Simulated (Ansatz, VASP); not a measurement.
**One calculation of Sb, two programs**

INCAR

```
SYSTEM = Sb
PREC = Accurate ; ENCUT = 520
EDIFF = 1E-8 ; ISMEAR = -1
SIGMA = 0.05 ; LREAL = .False.
LASPH = .True. ; NELM = 100
ALGO = Normal ; ISIF = 2
LWAVE = .False. ; LCHARG = .False.
GGA = PE ; LEFG = .True.
NBANDS = 8
```

The input KPOINTS:

```
Automatic mesh
0
Gamma
  12 12 12
  0 0 0
```

File POSCAR:

```
Sb
1.0
    0.0000000000      2.3240504507      2.3240504507
    2.3240504507      0.0000000000      2.3240504507
    2.3240504507      2.3240504507      0.0000000000
Sb
1
Direct
    0.0000000000      0.0000000000      0.0000000000
```

Input for Ansatz:

```yaml
crystal:
  lattice:
    - [0.0, 2.3240504507, 2.3240504507]
    - [2.3240504507, 0.0, 2.3240504507]
    - [2.3240504507, 2.3240504507, 0.0]
  atoms:
    - { symbol: Sb, position: [0.0, 0.0, 0.0] }
kpoints:
  mp_grid: { grid: [12, 12, 12] }
scf:
  occupations: { method: fermi_dirac, width: 0.05 }
hamiltonian:
  xc: pbe
  pseudopotentials: { kind: paw }
output:
  forces: true
  stress: true
  eigenvalues: true
  efg: { contact_densities: true }
```

Change from the starting cell: volume scaled by 1.025, PAW files.

Alike in both runs: task electric field gradients; functional PBE; k mesh 12 × 12 × 12; occupations fermi-dirac, width 0.05 eV; no spin polarisation.

|  | VASP | Ansatz |
| --- | --- | --- |
| version | VASP 6.6.1 | Ansatz 0.2.0 |
| potentials or method | VASP PAW PBE potentials, release 64 (Sb) | PAW with Ansatz's default frozen-core files, scalar-relativistic |
| plane-wave cutoff (eV) | 520 | 420 |
| valence electrons in the cell | 5 | 15 |

Ansatz gave:

```
pressure (GPa)                                                 : 6.5
Vzz of the field gradient on the site that differs most (V/Å²) : 0.0
```

Which values does VASP return?

Pressure (GPa): 6.4; Vzz of the field gradient on the site that differs most (V/Å²): 0.0.

The two sets of potentials don't hold the same shells in valence. Ansatz warned: «gradients_without_spin_orbit».

The runs have no spin-orbit coupling, so splittings on Sb are missing.
